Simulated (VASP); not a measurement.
# WSe2 (P6_3/mmc) in VASP: electric field gradients with r2SCAN

Aim: the electric field gradients of WSe2 with r2SCAN.

Program: VASP 6.6.1. These are calculated values, not measurements. Logs are shortened: lines on timing, memory, paths and dates and some standing lists are left out, and cuts for length are marked.

**What was measured.**

From “Time-resolved XUV ARPES with tunable 24–33 eV laser pulses at 30 meV resolution”, 2019, pmc:6684652, for a bulk crystal of WSe2: band gap 1.3 eV (indirect).

The runs below are set against these values where they give the same quantity.

## Step 1: The crystal as given

The structure is hexagonal, space group P6_3/mmc (No. 194). The conventional cell has a = 3.290 Å, b = 3.290 Å, c = 12.970 Å, α = 90.00°, β = 90.00°, γ = 120.00°. Around W (site symmetry -6m2) lie 6 Se at 2.53 Å. Around Se (site symmetry 3m) lie 3 W at 2.53 Å.

## Step 2: Electric field gradients, r2SCAN, collinear spin, ferromagnetic start

The input, INCAR:

```
  PREC = Accurate
  ENCUT = 520
  EDIFF = 1E-7
  ISMEAR = -1
  SIGMA = 0.02
  LREAL = F
  LASPH = T
  NELM = 100
  ALGO = Normal
  ISIF = 2
  LWAVE = F
  LCHARG = F
  ISPIN = 2
  MAGMOM = 2 2 0 0 0 0
  LORBIT = 11
  LMAXMIX = 4
  METAGGA = R2SCAN
  LMIXTAU = T
  LEFG = T
```

The input, KPOINTS:

```
regular mesh
0
Gamma
  8 8 2
```

The input, POSCAR:

```
WSe2
1.0
    3.2900000000      0.0000000000      0.0000000000
   -1.6450000000      2.8492235785      0.0000000000
    0.0000000000      0.0000000000     12.9700000000
W Se
2 4
Direct
    0.3333333333      0.6666666667      0.2500000000
    0.6666666667      0.3333333333      0.7500000000
    0.3333333333      0.6666666667      0.6210000000
    0.6666666667      0.3333333333      0.1210000000
    0.3333333333      0.6666666667      0.8790000000
    0.6666666667      0.3333333333      0.3790000000
```

Potentials or basis: VASP PAW PBE potentials, release 64 (W_sv, Se).

On the command line:

```bash
cat potpaw_PBE.64/W_sv/POTCAR potpaw_PBE.64/Se/POTCAR > POTCAR
mpirun -np 1 vasp_std > vasp.out
```

OUTCAR:

```text
PREC = Accurate
   ENCUT = 520
   EDIFF = 1E-7
   ISMEAR = -1
   LREAL = F
   LASPH = T
   NELM = 100
   ISIF = 2
   ISPIN = 2
   LORBIT = 11
   METAGGA = R2SCAN

 ion  position               nearest neighbor table
   1  0.333  0.667  0.250-   4 2.53   6 2.53   4 2.53   6 2.53   4 2.53   6 2.53
   2  0.667  0.333  0.750-   3 2.53   5 2.53   3 2.53   5 2.53   3 2.53   5 2.53
   3  0.333  0.667  0.621-   2 2.53   2 2.53   2 2.53
   4  0.667  0.333  0.121-   1 2.53   1 2.53   1 2.53
   5  0.333  0.667  0.879-   2 2.53   2 2.53   2 2.53
   6  0.667  0.333  0.379-   1 2.53   1 2.53   1 2.53

  LATTYP: Found a hexagonal cell.
 ALAT       =     3.2900000000
 C/A-ratio  =     3.9422492401

  Lattice vectors:

 A1 = (   3.2900000000,   0.0000000000,   0.0000000000)
 A2 = (  -1.6450000000,   2.8492235785,   0.0000000000)
 A3 = (   0.0000000000,   0.0000000000,  12.9700000000)

Analysis of symmetry for initial positions (statically):
=====================================================================
 Subroutine PRICEL returns:
 Original cell was already a primitive cell.

 Routine SETGRP: Setting up the symmetry group for a
 hexagonal supercell.

 Subroutine GETGRP returns: Found 24 space group operations
 (whereof 12 operations were pure point group operations)
 out of a pool of 24 trial point group operations.

The static configuration has the point symmetry D_3d.
 The point group associated with its full space group is D_6h.

Analysis of symmetry for dynamics (positions and initial velocities):
=====================================================================
 Subroutine PRICEL returns:
 Original cell was already a primitive cell.

 Routine SETGRP: Setting up the symmetry group for a
 hexagonal supercell.

 Subroutine GETGRP returns: Found 24 space group operations
 (whereof 12 operations were pure point group operations)
 out of a pool of 24 trial point group operations.

The dynamic configuration has the point symmetry D_3d.
 The point group associated with its full space group is D_6h.

Analysis of structural, dynamic, and magnetic symmetry:
=====================================================================
 Subroutine PRICEL returns:
 Original cell was already a primitive cell.

 Routine SETGRP: Setting up the symmetry group for a
 hexagonal supercell.

 Subroutine GETGRP returns: Found 24 space group operations
 (whereof 12 operations were pure point group operations)
 out of a pool of 24 trial point group operations.

The overall configuration has the point symmetry D_3d.
 The point group associated with its full space group is D_6h.

 Subroutine INISYM returns: Found 24 space group operations
 (whereof 12 operations are pure point group operations),
 and found     1 'primitive' translations

----------------------------------------------------------------------------------------

                                     Primitive cell

  volume of cell :     121.5801

  direct lattice vectors                    reciprocal lattice vectors
     3.290000000  0.000000000  0.000000000     0.303951368  0.175486404  0.000000000
    -1.645000000  2.849223579  0.000000000     0.000000000  0.350972808  0.000000000
     0.000000000  0.000000000 12.970000000     0.000000000  0.000000000  0.077101002

  length of vectors
     3.290000000  3.290000000 12.970000000     0.350972808  0.350972808  0.077101002

  position of ions in fractional coordinates (direct lattice)
     0.333333333  0.666666667  0.250000000
     0.666666667  0.333333333  0.750000000
     0.333333333  0.666666667  0.621000000
     0.666666667  0.333333333  0.121000000
     0.333333333  0.666666667  0.879000000
     0.666666667  0.333333333  0.379000000

  ion indices of the primitive-cell ions
   primitive index   ion index
[... 98 lines left out ...]
   METAGGA = R2SCAN    functional components
   LHFCALC =     F    Hartree Fock is set to
   AEXX    =    0.0000 exact exchange contribution
   IVDW    =     0    specifies the selected vdW correction
   LEPSILON=     F    determine dielectric tensor
   LRPA    =     F    only Hartree local field effects (RPA)
 spin polarized calculation
  energy-cutoff  :      520.00
  volume of cell :      121.58
 maximum number of plane-waves:      3306
   NGX = 13   NGY = 13   NGZ = 49

 number of electron      51.9999991 magnetization       0.0000121

 number of electron      51.9999991 magnetization      -0.0000025

 Free energy of the ion-electron system (eV)
  ---------------------------------------------------
  ext. energy  EPLUGINS =         0.00000000
  ---------------------------------------------------
  free energy    TOTEN  =      -163.53212110 eV

  energy without entropy =     -163.53212110  energy(sigma->0) =     -163.53212110

 E-fermi :   6.7506     XC(G=0): -11.4075

 val. band max:        6.1032525328   @ k =   0.0000   0.0000   0.0000
 cond. band min:       7.3050174924   @ k =   0.2500   0.1250   0.0000
 fundamental gap:      1.2017649596
 Fermi energy:         6.7505787069

 spin component 1

 k-point     1 :       0.0000    0.0000    0.0000
  band No.  band energies     occupation
      1     -70.2169      1.00000
      2     -70.2169      1.00000
      3     -33.8121      1.00000
      4     -33.8121      1.00000
      5     -33.6843      1.00000
      6     -33.6843      1.00000
[... 709 lines left out ...]
     32       9.3116      0.00000
     33      10.6968      0.00000
 Fermi energy:         6.7505787069

 spin component 2

 k-point     1 :       0.0000    0.0000    0.0000
  band No.  band energies     occupation
      1     -70.2169      1.00000
      2     -70.2169      1.00000
      3     -33.8121      1.00000
      4     -33.8121      1.00000
      5     -33.6843      1.00000
      6     -33.6843      1.00000
[... 709 lines left out ...]
     32       9.3116      0.00000
     33      10.6968      0.00000

------------------------ aborting loop because EDIFF is reached ----------------------------------------

  FORCE on cell =-STRESS in cart. coord.  units (eV):
  Direction    XX          YY          ZZ          XY          YZ          ZX
  --------------------------------------------------------------------------------------
  -------------------------------------------------------------------------------------
  Total        1.7338762      1.7338762      1.1437782      0.0000000      0.0000000     -0.0000000
  in kB       22.8489513     22.8489513     15.0726632      0.0000000      0.0000000     -0.0000000
  external PRESSURE =      20.2568553 kB  Pullay stress =       0.0000000 kB

 VOLUME and BASIS-vectors are now :
 -----------------------------------------------------------------------------
  energy-cutoff  :      520.00
  volume of cell :      121.58
      direct lattice vectors                 reciprocal lattice vectors
     3.290000000  0.000000000  0.000000000     0.303951368  0.175486404  0.000000000
    -1.645000000  2.849223579  0.000000000     0.000000000  0.350972808  0.000000000
     0.000000000  0.000000000 12.970000000     0.000000000  0.000000000  0.077101002

 POSITION                                       TOTAL-FORCE (eV/Angst)
 -----------------------------------------------------------------------------------
     -0.00000      1.89948      3.24250         0.000000      0.000000     -0.000000
      1.64500      0.94974      9.72750        -0.000000      0.000000     -0.000000
     -0.00000      1.89948      8.05437        -0.000000      0.000000      0.113909
      1.64500      0.94974      1.56937         0.000000      0.000000      0.113909
     -0.00000      1.89948     11.40063        -0.000000      0.000000     -0.113909
      1.64500      0.94974      4.91563         0.000000     -0.000000     -0.113909
 -----------------------------------------------------------------------------------
    total drift:                               -0.000000      0.000000     -0.000000

  FREE ENERGIE OF THE ION-ELECTRON SYSTEM (eV)
  ---------------------------------------------------
  free  energy   TOTEN  =      -163.5321210990 eV

  energy  without entropy=     -163.5321210990  energy(sigma->0) =     -163.53212110

 Electric field gradients (V/A^2)
---------------------------------------------------------------------
 ion       V_xx      V_yy      V_zz      V_xy      V_xz      V_yz
---------------------------------------------------------------------
   1      74.559    74.560  -149.119     0.001     0.000    -0.000
   2      74.559    74.560  -149.119     0.001    -0.000     0.000
   3      39.371    39.371   -78.742    -0.000    -0.000     0.000
   4      39.371    39.371   -78.742    -0.000     0.000    -0.000
   5      39.371    39.371   -78.742    -0.000     0.000    -0.000
   6      39.371    39.371   -78.742    -0.000    -0.000     0.000
---------------------------------------------------------------------

 Electric field gradients after diagonalization (V/A^2)
 (convention: |V_zz| > |V_xx| > |V_yy|)
----------------------------------------------------------------------
 ion       V_xx      V_yy      V_zz     asymmetry (V_yy - V_xx)/ V_zz
----------------------------------------------------------------------
   1      74.560    74.558  -149.119       0.000
   2      74.560    74.558  -149.119       0.000
   3      39.371    39.371   -78.742       0.000
   4      39.371    39.371   -78.742       0.000
   5      39.371    39.371   -78.742       0.000
   6      39.371    39.371   -78.742       0.000
----------------------------------------------------------------------

           NMR quadrupolar parameters

 Cq : quadrupolar parameter    Cq=e*Q*V_zz/h
 eta: asymmetry parameters     (V_yy - V_xx)/ V_zz
 Q  : nuclear electric quadrupole moment in mb (millibarn)
----------------------------------------------------------------------
 ion       Cq(MHz)       eta       Q (mb)
----------------------------------------------------------------------
   1      -0.361       0.000       1.000
   2      -0.361       0.000       1.000
   3      -0.190       0.000       1.000
   4      -0.190       0.000       1.000
   5      -0.190       0.000       1.000
   6      -0.190       0.000       1.000
----------------------------------------------------------------------

 total charge

# of ion       s       p       d       tot
------------------------------------------
    1        2.302   6.284   3.357  11.943
    2        2.302   6.284   3.357  11.943
    3        1.475   2.401   0.072   3.948
    4        1.475   2.401   0.072   3.948
    5        1.475   2.401   0.072   3.948
    6        1.475   2.401   0.072   3.948
--------------------------------------------------
tot         10.503  22.172   7.001  39.677

 magnetization (x)

# of ion       s       p       d       tot
------------------------------------------
    1       -0.000   0.000  -0.000  -0.000
    2       -0.000   0.000  -0.000  -0.000
    3       -0.000  -0.000   0.000  -0.000
    4       -0.000  -0.000   0.000  -0.000
    5       -0.000  -0.000   0.000  -0.000
    6       -0.000  -0.000   0.000  -0.000
--------------------------------------------------
tot         -0.000  -0.000  -0.000  -0.000
```

It took 8.9 min on 1 thread of Intel Xeon Platinum 8259CL at 2.50GHz (Skylake/Cascade Lake), shared host; peak memory 0.36 GiB.

What came out:

```yaml
Free_energy: -163.5321 eV
Pressure: 2.0 GPa
Largest_force: 0.114 eV/Å
Band_gap_on_the_k_mesh: 1.20 eV, indirect (least direct gap 2.01 eV)
Net_moment: 0.00 μB per cell
Valence_electrons_inside_the_program's_atomic_spheres: W 11.94; Se 3.95
```

Forces in eV/Å, atoms in the order of the input:
```
W    0.000  0.000  0.000
W    0.000  0.000  0.000
Se   0.000  0.000  0.114
Se   0.000  0.000  0.114
Se   0.000  0.000 -0.114
Se   0.000  0.000 -0.114
```

Levels at points of the mesh, in eV from the valence-band top:
Spin up:
```
           k point  band 22  band 23  band 24  band 25  band 26  band 27  band 28  band 29  band 30  band 31
(0.00, 0.00, 0.00)    -1.63    -1.63    -1.20    -1.13     0.00     2.76     2.76     2.81     2.81     2.83
(0.50, 0.00, 0.00)    -2.59    -1.52    -1.52    -1.36    -1.27     2.23     2.27     2.44     2.77     3.27
(0.00, 0.00, 0.50)    -1.66    -1.66    -1.66    -0.24    -0.24     2.76     2.76     2.76     2.76     2.96
(0.50, 0.00, 0.50)    -2.72    -1.42    -1.42    -1.39    -1.39     2.25     2.25     2.63     2.63     3.67
```
Spin down:
```csv
k point,band 22,band 23,band 24,band 25,band 26,band 27,band 28,band 29,band 30,band 31
"(0.00, 0.00, 0.00)",-1.63,-1.63,-1.20,-1.13,0.00,2.76,2.76,2.81,2.81,2.83
"(0.50, 0.00, 0.00)",-2.59,-1.52,-1.52,-1.36,-1.27,2.23,2.27,2.44,2.77,3.27
"(0.00, 0.00, 0.50)",-1.66,-1.66,-1.66,-0.24,-0.24,2.76,2.76,2.76,2.76,2.96
"(0.50, 0.00, 0.50)",-2.72,-1.42,-1.42,-1.39,-1.39,2.25,2.25,2.63,2.63,3.67
```

Electric field gradients, principal values (V/Å²):
```csv
atom,Vxx,Vyy,Vzz
1 W,74.558,74.560,-149.119
2 W,74.558,74.560,-149.119
3 Se,39.371,39.371,-78.742
4 Se,39.371,39.371,-78.742
5 Se,39.371,39.371,-78.742
6 Se,39.371,39.371,-78.742
```

Caveat: the PAW data sets were made with another functional, which shifts forces and pressure a little; spin-orbit coupling is left out, which moves the levels of the heavy elements.

## Step 3: Against experiment

Step 2. Against the measured gap of WSe2, 1.3 eV (indirect; “Time-resolved XUV ARPES with tunable 24–33 eV laser pulses at 30 meV resolution”, 2019, pmc:6684652), the calculated 1.20 eV is off by -0.10 eV. Spin-orbit coupling on Se, W is left out. The value is that of r2SCAN on a finite k mesh, which can miss the band edges, without temperature or zero-point motion.
